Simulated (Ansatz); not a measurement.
# HgTe (Coloradoite) in Ansatz: the effect of functional

Crystal: HgTe (Coloradoite).

```
Hg Te
1.0
     0.00000    3.21450    3.21450
     3.21450    0.00000    3.21450
     3.21450    3.21450    0.00000
Hg Te
1 1
Direct
  0.00000 0.00000 0.00000
  0.75000 0.75000 0.75000
```

Alike in all runs:

- Program: Ansatz 0.2.0
- Potentials or basis: Ansatz PAW
- k mesh: 4 × 4 × 4
- Occupations: fermi-dirac, width 0.05 eV
- Spin: no spin polarisation

```tsv
functional	cutoff	pressure (GPa)
LDA	420 eV (not typed: the program's choice for these potentials)	0.6
PBEsol	420 eV (not typed: the program's choice for these potentials)	2.2
RPBE	420 eV (not typed: the program's choice for these potentials)	6.7
revPBE	420 eV (not typed: the program's choice for these potentials)	6.3
BLYP	420 eV (not typed: the program's choice for these potentials)	?
r2SCAN	500 eV (not typed: the program's choice for these potentials)	3.6
HSE06	420 eV (not typed: the program's choice for these potentials)	3.4
PBE0	420 eV (not typed: the program's choice for these potentials)	3.1
r2SCAN0	500 eV (not typed: the program's choice for these potentials)	2.3
```

Question: What does the run with functional BLYP give?

Answer: Pressure 8.3 GPa.

Caveats: all runs use coarse meshes; the PAW data sets come from PBE, with cores solved anew for the run's functional, which leaves a small shift of forces and pressure; the thresholds are loose for stress (some runs).

Runs at the PBE level aren't shown here.
